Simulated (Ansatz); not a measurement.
## Cu: equation of state with PBEsol+D3(BJ)

The system is Cu.

```
CELL_PARAMETERS angstrom
0.00000 1.80750 1.80750
1.80750 0.00000 1.80750
1.80750 1.80750 0.00000
ATOMIC_POSITIONS crystal
Cu 0.00000 0.00000 0.00000
```

| Item | Value |
| --- | --- |
| Program | Ansatz 0.2.0 |
| Task | equation of state |
| Functional | PBEsol |
| Dispersion | D3(BJ) |
| Potentials or basis | Ansatz PAW |
| Cutoff | 420 eV |
| Density cutoff | 1680 eV |
| k mesh | 13 × 13 × 13 |
| Occupations | fermi-dirac, width 0.05 eV |
| Spin | no spin polarisation |

* Equilibrium volume: 10.81 Å³/atom (rough: see the caveat)
* Bulk modulus: 194 GPa (rough)

Energy against volume, from the lowest point:
```tsv
volume (Å³/atom)	energy (meV/atom)
11.102	0.00
11.338	9.71
11.574	24.05
11.810	42.48
12.047	64.47
12.283	89.58
12.519	117.41
```

All runs of the series together: 3.9 s on 2 threads of Arm Neoverse V2 (shared host).

Caveat: the minimum lies outside the volumes run.
